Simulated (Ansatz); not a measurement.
Here is an Ansatz 0.2.0 calculation.

input.yaml

```yaml
crystal:
  lattice:
    - [3.184541456, 0.0, 0.0]
    - [-1.592270728, 2.7578938003, 0.0]
    - [0.0, 0.0, 21.67053472]
  atoms:
    - { symbol: Mo, position: [0.3333333333, 0.6666666667, 0.85116023] }
    - { symbol: Mo, position: [0.6666666667, 0.3333333333, 0.14883977] }
    - { symbol: S, position: [0.6666666667, 0.3333333333, 0.77962539] }
    - { symbol: S, position: [0.3333333333, 0.6666666667, 0.077251] }
    - { symbol: S, position: [0.6666666667, 0.3333333333, 0.922749] }
    - { symbol: S, position: [0.3333333333, 0.6666666667, 0.22037461] }
hamiltonian:
  xc: r2scan
  pseudopotentials: { kind: paw }
  dispersion: rvv10
kpoints:
  mp_grid: { grid: [10, 10, 2] }
scf:
  occupations: { method: fermi_dirac, width: 0.05 }
output:
  forces: true
  stress: true
  write_density: true
  write_potential: true
  elf: true
  volumetric_format: npy
relax:
  f_tol: 0.01
  max_steps: 40
  cell: { stress_tol: 0.05 }
```

Potentials or basis: Ansatz PAW.

Run with:

```bash
$ ansatz run input.yaml --threads 2 --pin off --max-ram 5120MiB --backend cpu --events-out ev --progress --plain --runs-dir out
```

(1) Estimate the relaxed volume.

(2) Predict the relaxed cell.

(3) What does it give for the band gap on the k mesh?

(4) Predict the space group after relaxing (to 0.05 Å).

Results:

(1) 30.92 Å³/atom.

(2) a = 3.173 Å, b = 3.173 Å, c = 21.283 Å, α = 90.00°, β = 90.00°, γ = 120.00°.

(3) 1.44 eV, indirect (least direct gap 2.03 eV).

(4) P-3m1 (No. 164).

Caveat: the plane-wave basis is chosen anew once the cell has moved, so the energies of steps on either side of that aren't comparable; the PAW data sets come from PBE, with cores solved anew for the run's functional, which leaves a small shift of forces and pressure.
